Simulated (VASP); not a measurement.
A VASP calculation is set up with these files.

**INCAR**
```
# general
SYSTEM    =  AlSb
PREC      =  Accurate
ENCUT     =  520
LREAL     =  F
LASPH     =  T

# electronic loop
EDIFF     =  1E-7
NELM      =  100
ALGO      =  Normal
LMAXMIX   =  4
LMIXTAU   =  T

# smearing
ISMEAR    =  0
SIGMA     =  0.05

# functional
METAGGA   =  R2SCAN
LUSE_VDW  =  T
BPARAM    =  11.95
CPARAM    =  0.0093

# ions
ISIF      =  2

# output
LWAVE     =  F
LCHARG    =  F
```

**POSCAR**
```
AlSb
6.1050410
  0.0000000000   0.5000000015   0.5000000015
  0.5000000015   0.0000000000   0.5000000015
  0.5000000015   0.5000000015   0.0000000000
Al Sb
1 1
Cartesian
  0.0000000000   0.0000000000   0.0000000000
  0.2500000008   0.2500000008   0.2500000008
```

**KPOINTS**
```
Automatic mesh
0
Gamma
8 8 8
0 0 0
```

POTCAR, in this order: Al Sb (PBE.64 set). Program: vasp_std.

Task: Write an equivalent input for Ansatz.

Result: One equivalent input (not run):
Ansatz 0.2 input:
```yaml
crystal:
  lattice:
    - [0.0000000, 3.0525205, 3.0525205]
    - [3.0525205, 0.0000000, 3.0525205]
    - [3.0525205, 3.0525205, 0.0000000]
  atoms:
    - { symbol: Al, position: [0.0000000, 0.0000000, 0.0000000] }
    - { symbol: Sb, position: [0.2500000, 0.2500000, 0.2500000] }
kpoints:
  mp_grid: { grid: [8, 8, 8] }
hamiltonian:
  xc: r2scan
  dispersion: rvv10
  pseudopotentials: { kind: paw }
scf:
  occupations: { method: gaussian, width: 0.05 }
  max_iter: 100
output: { forces: true, stress: true, eigenvalues: true }
```
The two are equivalent in intent, not identical: each code has its own PAW files, so the cut-off isn't converted (ENCUT is set for VASP's; basis.ecutwfc is left out, and Ansatz then takes the one that its files recommend); Ansatz stops its SCF on the density residual and VASP on the energy change (EDIFF).

The compound is AlSb in the zinc blende structure. This cell is one point of a volume scan, at 0.97 of the reference volume.
